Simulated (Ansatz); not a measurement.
# What a change of settings does to a run on Li

The structure is an experimental refinement, used without relaxation. The listed cell was then made from it by scaling, straining or moving an atom.

First run: DFT, PBE, all-electron LAPW, scalar-relativistic (Ansatz 0.2.0).

Command: `ansatz run input.yaml --threads 1 --pin off --max-ram 2048MiB --backend cpu --events-out ev --progress --plain --runs-dir out` The run took 15 s on 1 thread of Arm Neoverse V1 (shared host), peak memory 0.35 GiB.

```yaml
crystal:
  lattice:
    - [3.1110021516, -0.0466650323, 0.0]
    - [-1.5959141792, 2.7175394106, 0.0]
    - [0.0, 0.0, 5.093]
  atoms:
    - { symbol: Li, position: [0.3333333333, 0.6666666667, 0.25] }
    - { symbol: Li, position: [0.6666666667, 0.3333333333, 0.75] }
kpoints:
  mp_grid: { grid: [15, 15, 8] }
scf:
  occupations: { method: fermi_dirac, width: 0.03 }
hamiltonian:
  xc: pbe
  pseudopotentials: { kind: all_electron, lapw: { basis_error: 0.00025 } }
output:
  forces: true
  stress: true
  eigenvalues: true
```

Result: converged; pressure -0.68 GPa; largest force 0.009 eV/Å; no gap on the k mesh; 4 SCF iterations.

A second input differs as follows:

```diff
@@ -11,4 +11,6 @@
 scf:
   occupations: { method: fermi_dirac, width: 0.03 }
+  mixing: { algorithm: anderson, beta: 0.001, ndim: 1 }
+  max_iter: 80
 hamiltonian:
   xc: pbe
```

Question: Does the change harm the result?

Answer: Not here: the run converged; energy at zero smearing 0.0 meV/atom from the first run; pressure -0.68 GPa; largest force 0.009 eV/Å; no gap on the k mesh; 35 SCF iterations, so the odd setting did no harm in this case.
